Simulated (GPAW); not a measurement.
Crystal: Al2O3.

```
Al O
1.0
     4.61378    0.00000    0.00000
     0.00000    9.56328    0.00000
     0.00000    0.00000    3.11986
Al O
4 6
Direct
  0.98298 0.82457 0.00000
  0.01702 0.17543 0.00000
  0.48297 0.67543 0.50000
  0.51702 0.32457 0.50000
  0.50000 0.50000 0.50000
  0.12363 0.75305 0.50000
  0.37637 0.25305 0.00000
  0.62364 0.74695 0.00000
  0.00000 0.00000 0.00000
  0.87636 0.24695 0.50000
```

Measurements of this composition are mostly on another form, of space group No. 167.

Program: GPAW 26.7.0. Alike in all runs: task band structure; no spin polarisation; cell as given; k mesh 4 × 2 × 6; cutoff (eV) 800; smearing fermi-dirac 0.05 eV.

Question: Order these runs on this cell by their pressure, lowest first.
A. level PBEsol; potentials or basis PAW data sets generated in the run's folder for this functional, pw
B. level r2SCAN; potentials or basis GPAW PAW data sets (gpaw-data 1.2.1), pw
C. level LDA; potentials or basis the program's PAW data sets (release 1.2.1) made for this functional, pw

Answer: C (-4.7 GPa), B (-2.6 GPa), A (-0.8 GPa).

Caveats: the PAW data sets were made with another functional, which shifts forces and pressure a little (some runs).

Not every run made on this cell is shown here.
